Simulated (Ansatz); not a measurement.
# In2O3 (R-3c) in Ansatz: single point with PBE

Aim: the single point of In2O3 with PBE.

Everything below comes from runs of Ansatz 0.2.0. Logs are shortened: lines on timing, memory, paths and dates and some standing lists are left out, and cuts for length are marked.

**The experiment to reproduce.**

“Fabrication and performance enhancement of an In2O3/BiVO4 heterojunction for N-butanol gas sensing applications”, 2024, pmc:11650617 reports, for a powder of In2O3: band gap 3.08 eV (optical).

The runs below are set against these values where they give the same quantity.

### Step 1. The structure

The structure is trigonal, space group R-3c (No. 167). Conventional cell: a = 5.487 Å, b = 5.487 Å, c = 14.510 Å, α = 90.00°, β = 90.00°, γ = 120.00°. In (site symmetry 3) is surrounded by 6 O at 2.12 to 2.26 Å. O (site symmetry 2) has 4 In at 2.12 to 2.26 Å as nearest neighbours.

### Step 2. Single point, PBE

File input.yaml:

```yaml
crystal:
  lattice:
    - [2.7435, 1.5839604635, 4.8366666667]
    - [-2.7435, 1.5839604635, 4.8366666667]
    - [0.0, -3.167920927, 4.8366666667]
  atoms:
    - { symbol: In, position: [0.85731, 0.85731, 0.85731] }
    - { symbol: In, position: [0.64269, 0.64269, 0.64269] }
    - { symbol: In, position: [0.14269, 0.14269, 0.14269] }
    - { symbol: In, position: [0.35731, 0.35731, 0.35731] }
    - { symbol: O, position: [0.048, 0.75, 0.452] }
    - { symbol: O, position: [0.75, 0.452, 0.048] }
    - { symbol: O, position: [0.452, 0.048, 0.75] }
    - { symbol: O, position: [0.952, 0.25, 0.548] }
    - { symbol: O, position: [0.25, 0.548, 0.952] }
    - { symbol: O, position: [0.548, 0.952, 0.25] }
hamiltonian:
  xc: pbe
  pseudopotentials: { kind: paw }
kpoints:
  mp_grid: { grid: [4, 4, 4] }
scf:
  occupations: { method: fermi_dirac, width: 0.05 }
output:
  forces: true
  stress: true
  eigenvalues: true
```

Potentials or basis: Ansatz PAW.

Started as:

```
> ansatz run input.yaml --threads 4 --pin off --max-ram 11264MiB --backend cpu --events-out ev --progress --plain --runs-dir out
```

The log of the run:

```text
Warning: RAYON_NUM_THREADS=4 ignored (pool sized by the plan → 4); use --threads N
Engine: ansatz 0.2.0, aarch64-unknown-linux-gnu
Pseudopotentials: kind: paw
Pseudopotential: In, paw, valence charge 13, recommended cutoff 420 eV (normal), In.paw.azcp
Pseudopotential: O, paw, valence charge 6, recommended cutoff 420 eV (normal), O.paw.azcp
Functional definition: PBE
  parameter kappa = 0.804
  parameter beta = 0.06672455060314922
  exchange = pbe_x(kappa = kappa, mu = beta*pi^2/3)
  correlation = pbe_c(beta = beta)
Crystal: 10 atoms, lattice volume = 126.109 Å³
Basis set: ecut = 420 eV, 2453 PW (Γ), exchange–correlation on 80×80×80 points (8 copies of the dense FFT grid, shifted against one another)
Bands: 54, of which v1, the nominal top of the filled ones, is band 44 counted from 1 (43 counted from 0)
Symmetry: 12 space group operations
Space group: R-3c (ITA 167), of the structure as read, at distance tolerance 5.0e-5 Å
k-points: 13 of 64
Non-local potential: In, projectors of the file, l = 0: 2, l = 1: 2, l = 2: 2, l = 3: 2
Non-local potential: O, projectors of the file, l = 0: 2, l = 1: 2, l = 2: 1
PAW form: soft (Blöchl's): semilocal exchange-correlation on the pseudo side does not see the compensation charge
PAW one-centre angular grid: In, 590 points (default); XC on 64 Gauss nodes
PAW one-centre angular grid: O, 110 points (default); XC on 64 Gauss nodes
Initial density: superposition of atomic densities (neutral atoms: chi_scale 0, normalization atom), corrected by the library's trained network
Initial wavefunctions: pseudopotential atomic-orbital guess
Functional: x = pbe(κ = 0.804, μ = 0.2195149727645171), c = pbe(β = 0.06672455060314922)
SCF iter   1: F=—  HF=-25796.293101 eV  |F-HF|=—  |Δ(HF+E_count)|=         —  Δρ=9.49e-4  dr2=3.69e-4  ethr=1.77e-3  ⟨swp⟩=6.0  Hψ=2906  notcnv=0  defer=8
preconditioner: auto → Resta (q_TF=auto, 2.569 Å⁻¹)  ε∞=4.6  [insulator: Δε(μ)=1.305 eV  Ē_g=16.391 eV  σ=0.050 eV  W_gap=1.00  n_scr=32 (ndim 8)  ℏωp=31.0 eV  f_vac=0.019  D(μ)=0.00/eV (n_scr^D=0)  ε∞_Penn≈4.6]
SCF iter   2: F=—  HF=-25796.293796 eV  |F-HF|=—  |Δ(HF+E_count)|=   6.95e-4  Δρ=5.19e-4  dr2=8.54e-5  ethr=4.19e-7  ⟨swp⟩=2.4  Hψ=1514  notcnv=0  defer=24
SCF iter   3: F=—  HF=-25796.294159 eV  |F-HF|=—  |Δ(HF+E_count)|=   3.64e-4  Δρ=2.06e-4  dr2=2.33e-5  ethr=9.70e-8  ⟨swp⟩=2.0  Hψ=876  notcnv=0  defer=6
automatic band count: iteration 3 solves 52 bands in place of 54: the levels show a gap, and the empty bands left out lie too high to hold charge; the band table lists the bands solved (type scf.n_extra_bands for more)
SCF iter   4: F=—  HF=-25796.294213 eV  |F-HF|=—  |Δ(HF+E_count)|=   5.39e-5  Δρ=3.38e-5  dr2=1.56e-6  ethr=2.65e-8  ⟨swp⟩=2.8  Hψ=1214  notcnv=0  defer=6
SCF iter   5: F=—  HF=-25796.294214 eV  |F-HF|=—  |Δ(HF+E_count)|=   1.10e-6  Δρ=9.89e-6  dr2=1.27e-7  ethr=1.77e-9  ⟨swp⟩=3.0  Hψ=1280  notcnv=0  defer=6
SCF iter   6: F=-25796.294214 eV  HF=-25796.294214 eV  |F-HF|=8.47e-9  |Δ(HF+E_count)|=   1.06e-7  Δρ=3.34e-6  dr2=1.24e-8  ethr=1.14e-10  ⟨swp⟩=8.0  Hψ=2657  notcnv=0
SCF 1 converged in 6 iterations: F = -25796.294214 eV  dr2 = 1.24e-8
SCF converged after 6 iterations
Free energy (F): -25796.294214 eV
Harris-Foulkes:  -25796.294214 eV  (|F-HF|=8.47e-9)
Internal energy: -25796.294214 eV  (E = F + TS)
E sigma→0 (E₀):  -25796.294214 eV
Entropy (-TS):   -0.000000 eV (-0.000 meV/atom)
Fermi energy:    9.721971 eV
--- Per-component energies (eV) ---
  E_band       = 41.059165
  E_kinetic    = 2036.804825
  E_local      = -5861.452105  (includes V_loc(G=0)·N_el)
  E_nonlocal   = 1775.049135
  E_hartree    = 2256.569289
  E_xc         = -1298.883870
  E_vxc        = -957.447915  (∫ρ·V_xc dr)
  E_paw        = -17593.286675  (= ΣΔE_a)
  E_vpaw       = -1465.046992  (= ΣTr[D̂ρ^β])
  E_aug_tail   = 0.014556  (compensation charges beyond the density's cutoff)
  E_ewald      = -7111.109369
  E_smearing   = -0.000000  (= −TS)
  E_closure    = 0.000000  (closes the sum)
  Σ components = -25796.294214   (vs F -25796.294214, Δ=0.00e0)
--- Forces (eV/Å), atoms counted from 1 ---
  atom   1  In    -0.00000000     0.00000000     0.01893942
  atom   2  In    -0.00000000    -0.00000000    -0.01893942
  atom   3  In     0.00000000    -0.00000000    -0.01893942
  atom   4  In     0.00000000     0.00000000     0.01893942
  atom   5  O     -0.06287864    -0.10890900     0.00000000
  atom   6  O     -0.06287864     0.10890900     0.00000000
  atom   7  O      0.12575728     0.00000000     0.00000000
  atom   8  O      0.06287864     0.10890900    -0.00000000
  atom   9  O      0.06287864    -0.10890900    -0.00000000
  atom  10  O     -0.12575728    -0.00000000    -0.00000000
  max |Σ_I F_I| component: 3.01e-17 eV/Å
--- Stress (GPa, compression-positive) ---
        8.898802       0.000000       0.000000
        0.000000       8.898802      -0.000000
        0.000000      -0.000000       7.492950
  P = ⅓ Tr σ = 8.4302 GPa (84.302 kbar)
--- Band table (eV; the first three rows and the last of 13) ---
  k-point 0: bands = ["-8.6451", "-7.7665", "-7.7665", "-7.5428", "-7.5428", "-7.4441", "-3.3351", "-3.3351", "-3.1789", "-3.1789", "-3.1731", "-3.0475", "-3.0197", "-3.0197", "-2.9731", "-2.9731", "-2.9188", "-2.9188", "-2.8113", "-2.8000", "-2.8000", "-2.7912", "-2.4955", "-2.4955", "-1.7773", "-1.7773", "3.3394", "3.7201", "4.9538", "4.9538", "5.6949", "5.9715", "6.3591", "6.3591", "6.4904", "8.2239", "8.2239", "8.5247", "8.6213", "8.6213", "8.7280", "8.7280", "8.9541", "8.9541", "10.2976", "14.6122", "15.3066", "16.3632", "18.2209", "18.2462", "18.2462", "18.5513"]
  k-point 1: bands = ["-8.4764", "-7.7462", "-7.7316", "-7.6883", "-7.5800", "-7.5072", "-3.3017", "-3.2706", "-3.2106", "-3.1851", "-3.1424", "-3.0706", "-3.0160", "-2.9964", "-2.9940", "-2.9922", "-2.9287", "-2.9146", "-2.8475", "-2.8026", "-2.7950", "-2.6350", "-2.5561", "-2.4613", "-2.0141", "-1.8704", "3.6071", "3.7422", "4.3985", "5.4402", "5.6589", "6.2328", "6.6930", "6.8508", "7.1910", "7.2165", "7.8750", "7.9060", "8.4342", "8.4553", "8.5901", "8.6048", "8.8252", "8.9884", "11.8766", "15.0372", "15.1239", "15.7523", "16.8568", "17.5571", "18.5155", "18.9405"]
  k-point 2: bands = ["-8.0764", "-8.0764", "-7.6723", "-7.6723", "-7.6267", "-7.6267", "-3.2726", "-3.2726", "-3.1419", "-3.1419", "-3.0967", "-3.0967", "-3.0739", "-3.0739", "-2.9714", "-2.9714", "-2.9173", "-2.9173", "-2.7947", "-2.7947", "-2.7884", "-2.7884", "-2.3686", "-2.3686", "-2.1681", "-2.1681", "3.8963", "3.8963", "4.6985", "4.6985", "6.1886", "6.1886", "6.7204", "6.7204", "7.5010", "7.5010", "8.0361", "8.0361", "8.0839", "8.0839", "8.2434", "8.2434", "8.9324", "8.9324", "13.9921", "13.9921", "14.9341", "14.9341", "17.4522", "17.4522", "18.2406", "18.2406"]
  k-point 12: bands = ["-8.0829", "-8.0829", "-7.6575", "-7.6575", "-7.6575", "-7.6575", "-3.2283", "-3.2283", "-3.2150", "-3.2150", "-3.2150", "-3.2150", "-3.0411", "-3.0411", "-3.0411", "-3.0411", "-2.8163", "-2.8163", "-2.8163", "-2.8163", "-2.6994", "-2.6994", "-2.2244", "-2.2244", "-2.2244", "-2.2244", "3.9812", "3.9812", "5.4043", "5.4043", "6.0773", "6.0773", "6.0773", "6.0773", "6.9797", "6.9797", "7.9040", "7.9040", "7.9040", "7.9040", "8.8059", "8.8059", "8.8059", "8.8059", "13.4382", "13.4382", "16.2232", "16.2232", "17.3409", "17.3409", "18.8153", "18.8153"]
```

It took 1.4 s on 4 threads of Arm Neoverse V2, shared host; peak memory 0.5 GiB.

What came out:

```
Free energy            : -25796.2942 eV
Pressure               : 8.4 GPa
Largest force          : 0.126 eV/Å
Band gap on the k mesh : 1.31 eV, indirect (least direct gap 1.34 eV)
```

Forces in eV/Å, atoms in the order of the input:
```
In   0.000  0.000  0.019
In   0.000  0.000 -0.019
In   0.000  0.000 -0.019
In   0.000  0.000  0.019
O   -0.063 -0.109  0.000
O   -0.063  0.109  0.000
O    0.126  0.000  0.000
O    0.063  0.109  0.000
O    0.063 -0.109  0.000
O   -0.126  0.000  0.000
```

Caveat: the pressure holds a Pulay correction of +0.7 GPa for the finite cutoff; spin-orbit coupling is left out, which moves the levels of the heavy elements.

### Step 3. Comparison with measurements

Step 2. Against the measured gap of In2O3, 3.08 eV (optical; powder; “Fabrication and performance enhancement of an In2O3/BiVO4 heterojunction for N-butanol gas sensing applications”, 2024, pmc:11650617), the calculated 1.31 eV is off by -1.77 eV. So large a miss can be the level of theory's own, or it may mean another phase, state or a wrong row. Spin-orbit coupling on In is left out. The value is that of PBE on a finite k mesh, which can miss the band edges, without temperature or zero-point motion. Semilocal functionals fall short of measured gaps as a rule.
